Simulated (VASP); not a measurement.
Here is a VASP 6.6.1 calculation.

The input INCAR:

```
SYSTEM = CdF2
  PREC = Accurate
  ENCUT = 520
  EDIFF = 1E-6
  ISMEAR = 0
  SIGMA = 0.02
  LREAL = .FALSE.
  LASPH = .TRUE.
  NELM = 80
  ALGO = Normal
  ISIF = 2
  LWAVE = .FALSE.
  LCHARG = .FALSE.
  NBANDS = 20
```

Contents of KPOINTS:

```
Automatic mesh
0
G
  8 8 8
  0 0 0
```

The input POSCAR:

```
CdF2
1.0
    0.0000000000      2.6488277232      2.6488277232
    2.6488277232      0.0000000000      2.6488277232
    2.6488277232      2.6488277232      0.0000000000
Cd F
1 2
Direct
    0.0000000000      0.0000000000      0.0000000000
    0.2500000000      0.2500000000      0.2500000000
    0.7500000000      0.7500000000      0.7500000000
```

Potentials or basis: VASP PAW LDA potentials, release 64 (Cd, F).

Launch:

```bash
$ cat potpaw_LDA.64/Cd/POTCAR potpaw_LDA.64/F/POTCAR > POTCAR
$ mpirun -np 1 vasp_std > vasp.out
```

What does it give for the pressure?

1.3 GPa.

What does it give for the band gap on the k mesh?

2.97 eV, indirect (least direct gap 3.39 eV).

A k mesh can miss the band edges. LDA gaps usually lie below the measured ones, often by a third to a half.
